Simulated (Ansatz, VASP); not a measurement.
Two plane-wave programs on PtSe2 (Sudovikovite)

POSCAR

```
PtSe2
1.0
    3.7177548348      0.0000000000      0.0000000000
   -1.8588774174      3.2196701320      0.0000000000
    0.0000000000      0.0000000000      5.8155467378
Pt Se
1 2
Direct
    0.0000000000      0.0000000000      0.0000000000
    0.3333333333      0.6666666667      0.2254163915
    0.6666666667      0.3333333333      0.7745836085
```

The input INCAR.step1:

```
PREC = Accurate
ENCUT = 520
ISMEAR = 0
SIGMA = 0.02
LREAL = False
LASPH = True
NELM = 100
NBANDS = 18
GGA = PE
ALGO = Normal
EDIFF = 1E-4
LWAVE = True
LCHARG = False
```

File INCAR.step2:

```
PREC = Accurate
ENCUT = 520
EDIFF = 1E-7
ISMEAR = 0
SIGMA = 0.02
LREAL = False
LASPH = True
NELM = 100
ALGO = Normal
ISIF = 2
LWAVE = False
LCHARG = False
METAGGA = R2SCAN
LMIXTAU = True
NBANDS = 18
ISTART = 1
```

The input KPOINTS:

```
regular mesh
0
Gamma
  12 12 6
```

Input for Ansatz:

```yaml
crystal:
  lattice:
    - [3.7177548348, 0.0, 0.0]
    - [-1.8588774174, 3.219670132, 0.0]
    - [0.0, 0.0, 5.8155467378]
  atoms:
    - { symbol: Pt, position: [0.0, 0.0, 0.0] }
    - { symbol: Se, position: [0.3333333333, 0.6666666667, 0.2254163915] }
    - { symbol: Se, position: [0.6666666667, 0.3333333333, 0.7745836085] }
basis:
  ecutwfc: 500
kpoints:
  mp_grid: { grid: [12, 12, 6] }
  band_path:
    path:
      - [[0.0, 0.0, 0.0], [0.5, 0.0, 0.0], [0.33333333, 0.33333333, 0.0], [0.0, 0.0, 0.0], [0.0, 0.0, 0.5], [0.5, 0.0, 0.5], [0.33333333, 0.33333333, 0.5], [0.0, 0.0, 0.5]]
      - [[0.5, 0.0, 0.5], [0.5, 0.0, 0.0]]
      - [[0.33333333, 0.33333333, 0.5], [0.33333333, 0.33333333, 0.0]]
    npoints: 14
hamiltonian:
  xc: r2scan
scf:
  occupations: { method: gaussian, width: 0.02 }
  n_extra_bands: 7
output:
  forces: true
  stress: true
  eigenvalues: true
  populations: true
  dos: { projected: true, de: 0.02, nscf_kmesh: { grid: [18, 18, 9] } }
  bader: true
  write_density: true
  write_potential: true
  elf: true
  volumetric_format: npy
```

Alike in both runs: task single point; functional r2SCAN; k mesh 12 × 12 × 6; occupations gaussian, width 0.02 eV; no spin polarisation.

|  | VASP | Ansatz |
| --- | --- | --- |
| version | VASP 6.6.1 | Ansatz 0.2.0 |
| potentials or method | VASP PAW PBE potentials, release 64 (Pt, Se) | scalar-relativistic, plane waves, PAW |
| plane-wave cutoff (eV) | 520 | 500 |
| valence electrons in the cell | 22 | 50 |

```tsv
	VASP	Ansatz	Ansatz less VASP
gap on the k mesh at the Fermi level (eV)	0.57	0.58	+0.012
least direct gap on the mesh (eV)	0.94	0.95	+0.012
pressure (GPa)	0.1	0.0	-0.07
rms of the force components (eV/Å)	0.005	0.000	-0.0046
```

Atom by atom the forces differ by 0.005 eV/Å (rms over components). The two sets of potentials don't hold the same shells in valence.

Caveats: the PAW data sets were made with another functional, which shifts forces and pressure a little (VASP); spin-orbit coupling is left out, which moves the levels of the heavy elements. A k mesh can miss the band edges. r2SCAN opens gaps a little over a GGA but as a rule still falls short of measured ones.
